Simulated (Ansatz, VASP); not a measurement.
CdS: VASP beside Ansatz

INCAR

```
SYSTEM = CdS
  ALGO = Normal
  EDIFF = 1E-8
  ENCUT = 520
  GGA = PE
  ISIF = 2
  ISMEAR = -1
  LASPH = .TRUE.
  LCHARG = .FALSE.
  LEFG = .TRUE.
  LREAL = .FALSE.
  LWAVE = .FALSE.
  NBANDS = 26
  NELM = 80
  PREC = Accurate
  SIGMA = 0.01
```

KPOINTS

```
k-points
0
G
  7 7 4
  0 0 0
```

Contents of POSCAR:

```
CdS
1.0
    4.1209703402      0.0000000000      0.0000000000
   -2.0604851701      3.5688650029      0.0000000000
    0.0000000000      0.0000000000      6.7264279250
Cd S
2 2
Direct
    0.3333333333      0.6666666667      0.0000000000
    0.6666666667      0.3333333333      0.5000000000
    0.3333333333      0.6666666667      0.3850000000
    0.6666666667      0.3333333333      0.8850000000
```

Input for Ansatz:

```yaml
crystal:
  lattice:
    - [4.1209703402, 0.0, 0.0]
    - [-2.0604851701, 3.5688650029, 0.0]
    - [0.0, 0.0, 6.726427925]
  atoms:
    - { symbol: Cd, position: [0.3333333333, 0.6666666667, 0.0] }
    - { symbol: Cd, position: [0.6666666667, 0.3333333333, 0.5] }
    - { symbol: S, position: [0.3333333333, 0.6666666667, 0.385] }
    - { symbol: S, position: [0.6666666667, 0.3333333333, 0.885] }
kpoints:
  mp_grid: { grid: [7, 7, 4] }
scf:
  occupations: { method: fermi_dirac, width: 0.01 }
hamiltonian:
  xc: pbe
  pseudopotentials: { kind: paw }
output:
  forces: true
  stress: true
  eigenvalues: true
  efg: { contact_densities: true }
  write_density: true
  write_potential: true
  elf: true
  volumetric_format: npy
```

Change from the starting cell: volume scaled by 0.99, PAW files.

Alike in both runs: task electric field gradients; functional PBE; k mesh 7 × 7 × 4; occupations fermi-dirac, width 0.01 eV; no spin polarisation.

|  | VASP | Ansatz |
| --- | --- | --- |
| version | VASP 6.6.1 | Ansatz 0.2.0 |
| potentials or method | VASP PAW PBE potentials, release 64 (Cd, S) | PAW with Ansatz's default frozen-core files, scalar-relativistic |
| plane-wave cutoff (eV) | 520 | 420 |
| valence electrons in the cell | 36 | 52 |

```csv
,VASP,Ansatz,Ansatz less VASP
gap on the k mesh at the Fermi level (eV),1.25,1.25,-0.004
pressure (GPa),3.6,3.2,-0.37
largest component of the traceless stress (GPa),1.65,1.59,-0.057
rms of the force components (eV/Å),0.161,0.156,-0.0050
Vzz of the field gradient on the site that differs most (V/Å²),35.8,32.6,-3.23
```

Atom by atom the forces differ by 0.005 eV/Å (rms over components). The two sets of potentials don't hold the same shells in valence. Ansatz warned: «gradients_without_spin_orbit».
